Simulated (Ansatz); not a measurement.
Stoichiometric slabs of MoP (P-6m2 (No. 187)), cut along different planes. They are 9 to 11 Å thick, cut from the relaxed bulk and then relaxed; γ is the mean of both faces, φ the top face's.

```cif
data_structure
_symmetry_space_group_name_H-M 'P 1'
_symmetry_Int_Tables_number 1
_cell_length_a 3.2068
_cell_length_b 3.2068
_cell_length_c 3.1733
_cell_angle_alpha 90.000
_cell_angle_beta 90.000
_cell_angle_gamma 120.000
_cell_volume 28.26
loop_
_atom_site_label
_atom_site_type_symbol
_atom_site_fract_x
_atom_site_fract_y
_atom_site_fract_z
_atom_site_occupancy
Mo1 Mo 0.00000 0.00000 0.00000 1
P1 P 0.33333 0.66667 0.50000 1
```

All numbers below come from Ansatz, DFT PBEsol, scalar-relativistic, plane waves, PAW. Cutoff 420 eV, k spacing 0.19 to 0.25 Å⁻¹, dipole correction; spin where the bulk is magnetic.

```
       slab cell (Å²)  γ as cut (J/m²)  γ relaxed (J/m²)  φ (eV) bulk gap (eV)
(101), Mo/P       13.5             2.50              2.26    4.45            0.0
(100), Mo/P       10.2             4.45              4.28    4.24            0.0
```

Q: Estimate γ for (100), P/Mo (cell 10.2 Å², bulk gap 0.0 eV).

A: 2.68 J/m² as cut and 2.42 J/m² relaxed, number 2 from the lowest of the 3.

Q: Which of these faces must appear on a crystal's equilibrium shape?

A: By Wulff's rule each face lies at a distance from the centre in proportion to its γ, so the lowest, (101), Mo/P at 2.26 J/m², lies nearest and is sure to appear among those computed; areas also depend on angles and on how many equivalent faces there are.

Where a slab's two faces differ, γ is their mean, each face has its own, which moves with the chemical potentials, and such polar cuts usually reconstruct, which these small cells can't show; the order above holds for the means.